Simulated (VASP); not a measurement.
Input of a VASP 6.6.1 run:

Contents of INCAR:

```
SYSTEM = Tl
ALGO = Fast ; EDIFF = 1E-6
ENCUT = 520 ; GGA = PE
ISIF = 2 ; ISMEAR = 1
IVDW = 12 ; LASPH = .TRUE.
LCHARG = .FALSE. ; LREAL = .FALSE.
LWAVE = .FALSE. ; NELM = 80
PREC = Accurate ; SIGMA = 0.2
```

File Tl.cif:

```cif
data_Tl
_cell_length_a 3.45600000
_cell_length_b 3.45600000
_cell_length_c 5.52500000
_cell_angle_alpha 90.00000000
_cell_angle_beta 90.00000000
_cell_angle_gamma 120.00000000
_space_group_name_H-M_alt 'P6_3/mmc'
_space_group_name_Hall '-P 6c 2c'
_space_group_IT_number 194
loop_
_space_group_symop_operation_xyz
'x,y,z'
'-x,-y,-z'
'x-y,x,z+1/2'
'-x+y,-x,-z+1/2'
'-y,x-y,z'
'y,-x+y,-z'
'-x,-y,z+1/2'
'x,y,-z+1/2'
'-x+y,-x,z'
'x-y,x,-z'
'y,-x+y,z+1/2'
'-y,x-y,-z+1/2'
'-y,-x,-z+1/2'
'y,x,z+1/2'
'-x,-x+y,-z'
'x,x-y,z'
'-x+y,y,-z+1/2'
'x-y,-y,z+1/2'
'y,x,-z'
'-y,-x,z'
'x,x-y,-z+1/2'
'-x,-x+y,z+1/2'
'x-y,-y,-z'
'-x+y,y,z'
loop_
_atom_site_label
_atom_site_type_symbol
_atom_site_symmetry_multiplicity
_atom_site_Wyckoff_symbol
_atom_site_fract_x
_atom_site_fract_y
_atom_site_fract_z
_atom_site_occupancy
Tl1 Tl 2 c 0.6666666667 0.3333333333 0.7500000000 1
```

KPOINTS

```
k-points
0
G
  9 9 5
  0 0 0
```

File POSCAR:

```
Tl
 1.0000000000000000
     3.4560000000000000    0.0000000000000000    0.0000000000000000
    -1.7279999999999993    2.9929837954790202    0.0000000000000000
     0.0000000000000000    0.0000000000000000    5.5250000000000004
 Tl 
   2
Cartesian
  1.7280000001728000  0.9976612650599072  4.1437500000000007
 -0.0000000001727996  1.9953225304191131  1.3812499999999994
```

File KPOINTS_OPT:

```
path GMKGALHA,LM,KH
10
line-mode
reciprocal
 0.0000000000  0.0000000000  0.0000000000  G
 0.5000000000  0.0000000000  0.0000000000  M

 0.5000000000  0.0000000000  0.0000000000  M
 0.3333333333  0.3333333333  0.0000000000  K

 0.3333333333  0.3333333333  0.0000000000  K
 0.0000000000  0.0000000000  0.0000000000  G

 0.0000000000  0.0000000000  0.0000000000  G
 0.0000000000  0.0000000000  0.5000000000  A

 0.0000000000  0.0000000000  0.5000000000  A
 0.5000000000  0.0000000000  0.5000000000  L

 0.5000000000  0.0000000000  0.5000000000  L
 0.3333333333  0.3333333333  0.5000000000  H

 0.3333333333  0.3333333333  0.5000000000  H
 0.0000000000  0.0000000000  0.5000000000  A

 0.5000000000  0.0000000000  0.5000000000  L
 0.5000000000  0.0000000000  0.0000000000  M

 0.3333333333  0.3333333333  0.0000000000  K
 0.3333333333  0.3333333333  0.5000000000  H
```

Potentials or basis: VASP PAW PBE potentials, release 64 (Tl_d).

The run is started by

```console
$ ase convert -i cif -o vasp Tl.cif POSCAR
$ cat potpaw_PBE.64/Tl_d/POTCAR > POTCAR
$ mpirun -np 1 vasp_std > vasp.out
```

(1) Estimate the pressure.

(2) Estimate the band gap along the path.

(3) Estimate the dispersion energy per atom.

Results:

(1) 1.4 GPa.

(2) none (metal or under the smearing width).

(3) -0.343 eV.

Caveat: spin-orbit coupling is left out, which moves the levels of the heavy elements; pairwise dispersion overbinds metals, which lowers pressure and volume.
